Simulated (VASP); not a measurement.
Set up this calculation in VASP 6.6.1, as the native input.

| Property | Result |
| --- | --- |
| Task | single point |
| Functional | PBE |
| Dispersion | D4 |
| Potentials or basis | VASP PAW PBE potentials, release 64 (Mg) |
| Cutoff | 520 eV |
| k mesh | 8 × 8 × 4 |
| Occupations | fermi-dirac, width 0.025 eV |
| Spin | non-collinear spin, typed start |
| Starting moments | [[0.354, 0.354, 0.0], [0.354, 0.354, 0.0]] μB |
| Dipole correction | no |
| Further INCAR settings | ALGO = Fast; EDIFF = 1e-06; NBANDS = 16 |

The structure of Mg lies in POSCAR:

```
Mg
1.0
    3.2926954834      0.0000000000      0.0000000000
   -1.6463477417      2.8515579356      0.0000000000
    0.0000000000      0.0000000000      5.3456926050
Mg
2
Direct
    0.6666666667      0.3333333333      0.7500000000
    0.3333333333      0.6666666667      0.2500000000
```

The cell isn't the ideal one: volume scaled by 1.08.

The input as run:

INCAR

```
PREC     = Accurate       # precision mode
ENCUT    = 520            # plane-wave cutoff, eV
EDIFF    = 1E-6           # SCF threshold, eV
ISMEAR   = -1             # smearing method
SIGMA    = 0.025          # smearing width, eV
LREAL    = F              # projectors in reciprocal space
LASPH    = T              # aspherical terms in the spheres
NELM     = 150            # most SCF steps
ALGO     = Fast           # electronic algorithm
ISIF     = 2              # what is computed and relaxed
LWAVE    = F              # write WAVECAR
LCHARG   = F              # write CHGCAR
LNONCOLLINEAR= T              # non-collinear magnetism
MAGMOM   = 0.354 0.354 0 0.354 0.354 0 # initial moments
LORBIT   = 11             # projections on sites
GGA      = PE             # functional
IVDW     = 13             # dispersion correction
NBANDS   = 16             # bands
```

KPOINTS

```
Automatic mesh
0
Gamma
  8 8 4
```

Potentials or basis: VASP PAW PBE potentials, release 64 (Mg).

Launch:

```bash
$ cat potpaw_PBE.64/Mg/POTCAR > POTCAR
$ mpirun -np 1 vasp_ncl > vasp.out
```

It gave:

The pressure is -3.8 GPa, the band gap on the k mesh is none (metal or under the smearing width) and the net moment is 0.00 μB per cell. The valence electrons inside the program's atomic spheres are Mg 0.33 and the dispersion energy per atom is -0.149 eV.

Caveat: pairwise dispersion overbinds metals, which lowers pressure and volume.

It took 3.8 min on 1 thread of AMD EPYC 7R13 Processor (Zen 3), with other jobs on the host, peak memory 0.31 GiB.
